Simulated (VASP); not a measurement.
A run of VASP 6.6.1:

The input INCAR:

```
SYSTEM = GaSb
AGGAC = 0.0 ; ALGO = Normal
EDIFF = 1E-6 ; EDIFFG = -0.01
ENCUT = 600 ; GGA = ML
IBRION = 2 ; ISIF = 3
ISMEAR = -1 ; LASPH = .True.
LCHARG = .False. ; LREAL = .False.
LUSE_VDW = .True. ; LWAVE = .False.
NELM = 100 ; NSW = 60
PREC = Accurate ; SIGMA = 0.05
ZAB_VDW = -1.8867
```

The input KPOINTS:

```
k-points
0
Gamma
  8 8 8
  0 0 0
```

The input POSCAR:

```
GaSb
1.0
    0.0000000000      3.0590000000      3.0590000000
    3.0590000000      0.0000000000      3.0590000000
    3.0590000000      3.0590000000      0.0000000000
Sb Ga
1 1
Direct
    0.7500000000      0.7500000000      0.7500000000
    0.0000000000      0.0000000000      0.0000000000
```

Potentials or basis: VASP PAW PBE potentials, release 64 (Sb, Ga_d).

Launch:

```sh
$ cat potpaw_PBE.64/Sb/POTCAR potpaw_PBE.64/Ga_d/POTCAR > POTCAR
$ mpirun -np 1 vasp_std > vasp.out
```

Hardware: 1 thread of AMD EPYC 7R13 Processor (Zen 3), on a shared host.

**Question.** How long does it take, and how much memory?

**Answer.** Run time: 3.3 min on 1 thread of AMD EPYC 7R13 Processor (Zen 3) (shared host), peak memory 0.46 GiB. Counts: scf iterations 30, k points 29, ion steps 3.
